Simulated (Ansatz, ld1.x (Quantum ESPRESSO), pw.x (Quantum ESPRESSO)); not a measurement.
**pw.x on bcc Al: one setting changed**

Potential: PAW, ld1.x (Quantum ESPRESSO) 7.5, PBE; core [Ne], reference 3s2 3p1; waves: 3s (bound): rcut 2.00, rcutus 2.15 bohr; 3s channel at 0.15 Ry: rcut 2.00, rcutus 2.15 bohr; 3p (bound): rcut 1.65, rcutus 2.05 bohr; 3p channel at 2.6 Ry: rcut 1.65, rcutus 2.05 bohr; 3d channel at 0.5 Ry: rcut 1.70, rcutus 1.85 bohr; 3d channel at 1.35 Ry: rcut 1.70, rcutus 1.85 bohr; local part: all-electron potential smoothed inside 1.95 bohr (lloc = -1); core correction: Bessel-smoothed model core, default radius (core density twice the valence density); augmentation: PSQ, inside the norm-conserving radii.

The reference run (k-mesh 14³, cutoffs 40/320 Ry, Fermi–Dirac 0.01 Ry, mixing_beta 0.4, conv_thr 1e-9, no spin) gives 0.07 GPa at 16.945 Å³/atom, where all-electron LAPW gives 0.07 GPa. This run, with its own iteration cap, changes degauss to 0.002.

```
&control
  calculation='scf', prefix='x', pseudo_dir='./', outdir='./tmp', tstress=.true., disk_io='none'
/
&system
  ibrav=0, nat=1, ntyp=1, ecutwfc=40, ecutrho=320, nbnd=8,
  occupations='smearing', smearing='fd', degauss=0.002
/
&electrons
  conv_thr=1e-09, mixing_beta=0.4, electron_maxstep=60
/
ATOMIC_SPECIES
Al 1.0 Al.UPF
CELL_PARAMETERS angstrom
  -1.61805716 1.61805716 1.61805716
  1.61805716 -1.61805716 1.61805716
  1.61805716 1.61805716 -1.61805716
ATOMIC_POSITIONS crystal
Al 0.0000 0.0000 0.0000
K_POINTS automatic
14 14 14 0 0 0
```

```bash
pw.x < Al.scf.in > Al.scf.out
```

**Question.** How does the run end?

**Answer.** It converges in 5 iterations; the free energy moves by +11.8 meV/atom and the pressure by +0.11 GPa. In a metal, with Fermi–Dirac smearing, F lies below its zero-width value by a term in the square of the width.

```
Message from routine setup:
     using ibrav=0 with symmetry is DISCOURAGED, use correct ibrav instead
     lattice parameter (alat)  =       5.2961  a.u.
     unit-cell volume          =     114.3505 (a.u.)^3
     number of electrons       =         3.00
     number of Kohn-Sham states=            8
     kinetic-energy cutoff     =      40.0000  Ry
     charge density cutoff     =     320.0000  Ry
     scf convergence threshold =      1.0E-09
     Exchange-correlation= SLA  PW   PBX  PBC
     number of k points=   104  Fermi-Dirac smearing, width (Ry)=  0.0020
     iteration #  1     ecut=    40.00 Ry     beta= 0.40
     total energy              =     -39.49626650 Ry
     estimated scf accuracy    <       0.00507454 Ry
     iteration #  2     ecut=    40.00 Ry     beta= 0.40
     total energy              =     -39.49571987 Ry
     estimated scf accuracy    <       0.00164557 Ry
     iteration #  3     ecut=    40.00 Ry     beta= 0.40
     total energy              =     -39.49576129 Ry
     estimated scf accuracy    <       0.00000122 Ry
     iteration #  4     ecut=    40.00 Ry     beta= 0.40
     total energy              =     -39.49576145 Ry
     estimated scf accuracy    <       0.00000002 Ry
     iteration #  5     ecut=    40.00 Ry     beta= 0.40
     the Fermi energy is     7.6698 ev
!    total energy              =     -39.49576146 Ry
     estimated scf accuracy    <          1.8E-10 Ry
     smearing contrib. (-TS)   =      -0.00011393 Ry
     convergence has been achieved in   5 iterations
          total   stress  (Ry/bohr**3)                   (kbar)     P=        1.77
     Message from routine punch:
     Nothing written, as per user request (disk_io='none')
```

The run took about 13 s on one core of a shared host (Intel(R) Xeon(R) Platinum 8375C CPU @ 2.90GHz, 128 threads, 992 GiB, load 81).
